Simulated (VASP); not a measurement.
# W (Im-3m) in VASP: further runs

Runs on W. Level: PBE. Tasks: single point.

Everything below comes from runs of VASP 6.6.1. Logs are shortened: lines on timing, memory, paths and dates and some standing lists are left out, and cuts for length are marked.

## 1. The structure

Symmetry: Im-3m, No. 229, cubic system. Conventional cell: a = 3.165 Å, b = 3.165 Å, c = 3.165 Å, α = 90.00°, β = 90.00°, γ = 90.00°. W (site symmetry m-3m) has 8 W at 2.74 Å as nearest neighbours.

## 2. Single point, PBE

INCAR

```
SYSTEM = W
ADDGRID = .False. ; ALGO = Normal
EDIFF = 1E-7 ; ENCUT = 460
GGA = PE ; ISIF = 2
ISMEAR = 1 ; LASPH = .True.
LCHARG = .False. ; LREAL = .False.
LWAVE = .False. ; NELM = 100
PREC = Accurate ; SIGMA = 0.2
```

KPOINTS

```
k-points
0
Gamma
  15 15 15
  0 0 0
```

POSCAR

```
W
1.0
   -1.5823450000      1.5823450000      1.5823450000
    1.5823450000     -1.5823450000      1.5823450000
    1.5823450000      1.5823450000     -1.5823450000
W
1
Direct
    0.0000000000      0.0000000000      0.0000000000
```

Potentials or basis: VASP PAW PBE potentials, release 64 (W).

Command:

```sh
$ cat potpaw_PBE.64/W/POTCAR > POTCAR
$ mpirun -np 1 vasp_std > vasp.out
```

OUTCAR:

```text
SYSTEM = W
   EDIFF = 1E-7
   ENCUT = 460
   GGA = PE
   ISIF = 2
   ISMEAR = 1
   LASPH = .True.
   LREAL = .False.
   NELM = 100
   PREC = Accurate

 Found    120 irreducible k-points:

 Following reciprocal coordinates:
            Coordinates               Weight
  0.000000  0.000000  0.000000      1.000000
  0.066667  0.000000  0.000000     12.000000
  0.133333  0.000000  0.000000     12.000000
  0.200000  0.000000  0.000000     12.000000
  0.266667  0.000000  0.000000     12.000000
  0.333333  0.000000  0.000000     12.000000
   k-points           NKPTS =    120   k-points in BZ     NKDIM =    120   number of bands    NBANDS=      7
   number of dos      NEDOS =    301   number of ions     NIONS =      1
   total plane-waves  NPLWV =   8000
   dimension x,y,z NGX =    20 NGY =   20 NGZ =   20
   dimension x,y,z NGXF=    40 NGYF=   40 NGZF=   40
   ions per type =               1
   NGX,Y,Z   is equivalent  to a cutoff of  12.13, 12.13, 12.13 a.u.
   NGXF,Y,Z  is equivalent  to a cutoff of  24.26, 24.26, 24.26 a.u.
 SYSTEM =  W
   PREC   = accura    normal or accurate (medium, high low for compatibility)
   ISTART =      0    job   : 0-new  1-cont  2-samecut
   ICHARG =      2    charge: 1-file 2-atom 10-const
   ISPIN  =      1    spin polarized calculation?
   LNONCOLLINEAR =      F non collinear calculations
   LSORBIT =      F    spin-orbit coupling
   LASPH  =      T    aspherical Exc in radial PAW
   ENCUT  =  460.0 eV  33.81 Ry    5.81 a.u.   4.79  4.79  4.79*2*pi/ulx,y,z
   NELM   =    100;   NELMIN=  2; NELMDL= -5     # of ELM steps
   EDIFF  = 0.1E-06   stopping-criterion for ELM
   LREAL  =      F    real-space projection
   EDIFFG = 0.1E-05   stopping-criterion for IOM
   NSW    =      0    number of steps for IOM
   IBRION =     -1    ionic relax: 0-MD 1-quasi-New 2-CG
   NFREE  =      0    steps in history (QN), initial steepest desc. (CG)
   ISIF   =      2    stress and relaxation
   ISYM   =      2    0-nonsym 1-usesym 2-fastsym
   POTIM  = 0.5000    time-step for ionic-motion
   TEBEG  =    0.0;   TEEND  =   0.0 temperature during run
   PSTRESS=    0.0 pullay stress
   NELECT =       6.0000    total number of electrons
   NUPDOWN=      -1.0000    fix difference up-down
   EMIN   =  10.00;   EMAX   =-10.00  energy-range for DOS
   EFERMI =   0.00;   METHOD = LEGACY
   ISMEAR =     1;   SIGMA  =   0.20  broadening in eV -4-tet -1-fermi 0-gaus
   EFERMI_NEDOS =   21; number of points for ismear=-14 and -15
   IALGO  =     38    algorithm
   IMIX   =      4    mixing-type and parameters
     AMIX     =   0.40;   BMIX     =  1.00
     AMIX_MAG =   1.60;   BMIX_MAG =  1.00
  volume/ion in A,a.u.               =      15.85       106.94
  Fermi-wavevector in a.u.,A,eV,Ry     =   1.184325  2.238049 19.083867  1.402625
  Thomas-Fermi vector in A             =   2.320541
   LORBIT       =      0    0 simple, 1 ext, 2 COOP (PROOUT), +10 PAW based schemes
   GGA     = PE    functional components
   LHFCALC =     F    Hartree Fock is set to
   AEXX    =    0.0000 exact exchange contribution
   IVDW    =     0    specifies the selected vdW correction
   LEPSILON=     F    determine dielectric tensor
   LRPA    =     F    only Hartree local field effects (RPA)
 non-spin polarized calculation
 Methfessel and Paxton  Order N= 1 SIGMA  =   0.20
  energy-cutoff  :      460.00
  volume of cell :       15.85
 maximum number of plane-waves:       370
   NGX =  9   NGY =  9   NGZ =  9

 number of electron       6.0000001 magnetization

 Free energy of the ion-electron system (eV)
  ---------------------------------------------------
  ext. energy  EPLUGINS =         0.00000000
  ---------------------------------------------------
  free energy    TOTEN  =       -13.01815603 eV

  energy without entropy =      -13.02017002  energy(sigma->0) =      -13.01882736

 E-fermi :   7.7910     XC(G=0): -13.1447

 val. band max:        7.7598840942   @ k =  -0.3333   0.4000   0.2667
 cond. band min:       7.9061231820   @ k =  -0.2667   0.2667   0.1333
 fundamental gap:      0.1462390879
 Fermi energy:         7.7909865885

 k-point     1 :       0.0000    0.0000    0.0000
  band No.  band energies     occupation
      1      -1.7954      2.00000
      2       6.5677      2.00000
      3       6.5677      2.00000
      4       6.5677      2.00000
      5      10.0455     -0.00000
      6      10.0456     -0.00000
      7      23.0499      0.00000

 k-point     2 :       0.0667    0.0000    0.0000
  band No.  band energies     occupation
      1      -1.5859      2.00000
      2       6.4389      2.00000
      3       6.5390      2.00000
      4       6.7763      2.00000
      5       9.8455     -0.00000
      6      10.0491     -0.00000
      7      23.2286      0.00000

 k-point     3 :       0.1333    0.0000    0.0000
  band No.  band energies     occupation
      1      -0.9889      2.00000
      2       6.0942      2.00000
      3       6.4020      2.00000
      4       7.3923      2.01632
      5       9.4773     -0.00000
      6      10.0730     -0.00000
      7      23.6172      0.00000

 k-point     4 :       0.2000    0.0000    0.0000
  band No.  band energies     occupation
      1      -0.1133      2.00000
      2       5.6303      2.00000
      3       6.1235      2.00000
      4       8.3844     -0.00022
      5       9.3292     -0.00000
      6      10.1463     -0.00000
      7      23.6632      0.00000

 k-point     5 :       0.2667    0.0000    0.0000
  band No.  band energies     occupation
      1       0.8043      2.00000
      2       5.1488      2.00000
      3       5.9565      2.00000
      4       9.4905     -0.00000
      5       9.6928     -0.00000
      6      10.2917     -0.00000
      7      22.8167      0.00000

 k-point     6 :       0.3333    0.0000    0.0000
  band No.  band energies     occupation
      1       1.4063      2.00000
      2       4.7291      2.00000
      3       6.3424      2.00000
      4       9.7925     -0.00000
      5      10.5033     -0.00000
      6      11.2078     -0.00000
      7      21.5462      0.00000

 [... further k-points ...]

------------------------ aborting loop because EDIFF is reached ----------------------------------------

  FORCE on cell =-STRESS in cart. coord.  units (eV):
  Direction    XX          YY          ZZ          XY          YZ          ZX
  --------------------------------------------------------------------------------------
  -------------------------------------------------------------------------------------
  Total        0.2244496      0.2244496      0.2244496      0.0000000     -0.0000000      0.0000000
  in kB       22.6916407     22.6916407     22.6916407      0.0000000     -0.0000000      0.0000000
  external PRESSURE =      22.6916407 kB  Pullay stress =       0.0000000 kB

 VOLUME and BASIS-vectors are now :
 -----------------------------------------------------------------------------
  energy-cutoff  :      460.00
  volume of cell :       15.85
      direct lattice vectors                 reciprocal lattice vectors
    -1.582345000  1.582345000  1.582345000     0.000000000  0.315986716  0.315986716
     1.582345000 -1.582345000  1.582345000     0.315986716  0.000000000  0.315986716
     1.582345000  1.582345000 -1.582345000     0.315986716  0.315986716  0.000000000

 POSITION                                       TOTAL-FORCE (eV/Angst)
 -----------------------------------------------------------------------------------
      0.00000      0.00000      0.00000         0.000000      0.000000      0.000000
 -----------------------------------------------------------------------------------
    total drift:                               -0.000000     -0.000000     -0.000000

  FREE ENERGIE OF THE ION-ELECTRON SYSTEM (eV)
  ---------------------------------------------------
  free  energy   TOTEN  =       -13.0181560307 eV

  energy  without entropy=      -13.0201700228  energy(sigma->0) =      -13.01882736
```

Wall time 6.2 s (1 thread of AMD EPYC 9R45 (Zen 5), shared host); peak memory 0.1 GiB.

The run converged, but some of its settings lie outside the range that counts as converged, so its numbers aren't taken as properties of the crystal.

What came out:

```yaml
Free_energy: -13.0182 eV
Pressure: 2.3 GPa
Band_gap_on_the_k_mesh: none (metal or under the smearing width)
```

## 3. Single point, PBE

INCAR: that of step 2 with these lines changed.

```diff
@@ -7,2 +7,2 @@
 LWAVE = .False. ; NELM = 100
-PREC = Accurate ; SIGMA = 0.2
+PREC = Accurate ; SIGMA = 0.4
```

KPOINTS is that of step 2.

POSCAR is that of step 2.

Potentials or basis: VASP PAW PBE potentials, release 64 (W).

Command:

```sh
$ cat potpaw_PBE.64/W/POTCAR > POTCAR
$ mpirun -np 1 vasp_std > vasp.out
```

Wall time 6.2 s (1 thread of AMD EPYC 9R45 (Zen 5), shared host); peak memory 0.1 GiB.

These settings aren't checked as converged: the numbers below hold their error.

What came out:

```
Free energy            : -13.0164 eV
Pressure               : 2.2 GPa
Band gap on the k mesh : none (metal or under the smearing width)
```

## 4. The reference run

An earlier run on the cell as given: functional PBE; potentials or basis VASP PAW PBE potentials, release 64 (W_sv); cutoff 520 eV; k mesh 12 × 12 × 12; occupations fermi-dirac, width 0.05 eV; no spin polarisation.

- Pressure: 6.4 GPa
- Band gap on the k mesh: none (metal or under the smearing width)
